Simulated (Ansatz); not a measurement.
TaS2, DFT, PBEsol, PAW with Ansatz's default frozen-core files, scalar-relativistic (Ansatz 0.2.0), run on 1 thread of Arm Neoverse N1 on a shared host.

The cell comes from COD entry 1537360, which wasn't checked; take it as a given geometry. It differs from other determinations. The listed cell was then made from it by scaling, straining or moving an atom.

Command: `ansatz run input.yaml --threads 1 --pin off --max-ram 4096MiB --backend cpu --events-out ev --progress --plain --runs-dir out`

```yaml
crystal:
  lattice:
    - [3.3835021418, 0.0, 0.0]
    - [-1.6917510709, 2.9301988086, 0.0]
    - [0.0, 0.0, 5.86]
  atoms:
    - { symbol: Ta, position: [0.0, 0.0, 0.0] }
    - { symbol: S, position: [0.3333333333, 0.6666666667, 0.25] }
    - { symbol: S, position: [0.6666666667, 0.3333333333, 0.75] }
kpoints:
  mp_grid: { grid: [8, 8, 4] }
scf:
  occupations: { method: fermi_dirac, width: 0.02 }
hamiltonian:
  xc: pbesol
  pseudopotentials: { kind: paw }
output:
  forces: true
  stress: true
  eigenvalues: true
  efg: { contact_densities: true }
  write_density: true
  write_potential: true
  elf: true
  volumetric_format: npy
```

**Question.** How large is the problem that the program sets up?

**Answer.** 35 irreducible k-points, 1135 plane waves at Γ, 17 bands.

**Question.** Estimate the wall time and the peak memory.

**Answer.** 7.3 s of wall time for 7 SCF iterations, with a peak of 0.39 GiB. Times on shared machines scatter by tens of per cent.

**Question.** And the same cell and mesh by crystal-made all-electron datasets, asked for forces, stress, eigenvalues, efg, on the same hardware?

**Answer.** 23 s, peak memory 0.6 GiB.
